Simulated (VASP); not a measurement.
Wanted: the native input for a VASP 6.6.1 run.

- Task: single point
- Functional: PBE
- Dispersion: D3(BJ)
- Potentials or basis: VASP PAW PBE potentials, release 64 (C, O, H)
- Cutoff: 520 eV
- k mesh: 1 × 1 × 1
- Occupations: fermi-dirac, width 0.02 eV
- Spin: no spin polarisation
- Dipole correction: no
- Further INCAR settings: LREAL = Auto; ALGO = Fast; EDIFF = 1e-06; NBANDS = 64

The structure of H4C2O3 lies in POSCAR:

```
H4C2O3
1.0
    7.5995610000      0.0000000000      0.0000000000
    0.0000000000      7.5995610000      0.0000000000
    0.0000000000      0.0000000000      7.5995610000
C O H
6 9 12
Direct
    0.7182651735      0.8129943295     -0.0529109510
    0.1336656157      0.5950343711      0.5023316478
    0.4365646910      0.1388896016      0.4098263044
    0.1923795335      1.0398100627      0.8288899846
    0.6476426730      0.5656116189      0.5893235149
    0.8467331205      0.1280205528      0.3995230777
    0.6409186004      0.9102236300     -0.1610224591
    0.7908219962      0.7310159100      0.0554242541
    0.1485217370      0.4445388359      0.4839884830
    0.1204543262      0.7501222768      0.5246487264
    0.4226823102      0.2172888671      0.5419523575
    0.4763169873      0.0900709923      0.2731736741
    0.1687860654      0.8921041623      0.9227769867
    0.7643862586      0.6426423842      0.4647505297
    0.9989787568      0.0485028017      0.3389143136
    0.1636936660      1.1661726250      0.8917751960
    0.2551726343      0.8024279297      0.8960649174
    0.3196237256      1.0547846119      0.7638072778
    0.1033743923      1.0151507436      0.7185678225
    0.7121990336      0.4427361002      0.6538535581
    0.8113363390      0.5531372141      0.3783639608
    0.6366946722      0.6764206511      0.6863422769
    0.5138849468      0.5310043567      0.5423865931
    0.7635441047      0.0160535589      0.4677243857
    1.0612718287      0.1550221125      0.2865955020
    0.8674316845      0.2171046459      0.5115163889
    0.7605965660      0.1834316482      0.3040965129
```

The cell was built by a generator and needn't be a form met in nature.

One way to write it, as run:

INCAR

```
SYSTEM = H4C2O3
  ALGO = Fast
  EDIFF = 1E-6
  ENCUT = 520
  GGA = PE
  ISIF = 2
  ISMEAR = -1
  IVDW = 12
  LASPH = .TRUE.
  LCHARG = .FALSE.
  LREAL = Auto
  LWAVE = .FALSE.
  NBANDS = 64
  NELM = 100
  PREC = Accurate
  SIGMA = 0.02
```

KPOINTS

```
k-points
0
G
  1 1 1
  0 0 0
```

Potentials or basis: VASP PAW PBE potentials, release 64 (C, O, H).

Command:

```sh
$ cat potpaw_PBE.64/C/POTCAR potpaw_PBE.64/O/POTCAR potpaw_PBE.64/H/POTCAR > POTCAR
$ mpirun -np 1 vasp_gam > vasp.out
```

It gave:

```
Pressure                   : 0.4 GPa
Largest force              : 5.230 eV/Å
Band gap on the k mesh     : 3.49 eV, direct
Dispersion energy per atom : -0.035 eV
```

Caveat: the standard files for N, O and F lose accuracy on very short bonds.

It took 89 s on 1 thread of AMD EPYC 7R43 64-Core Processor (Zen 3), with other jobs on the host, peak memory 0.44 GiB.
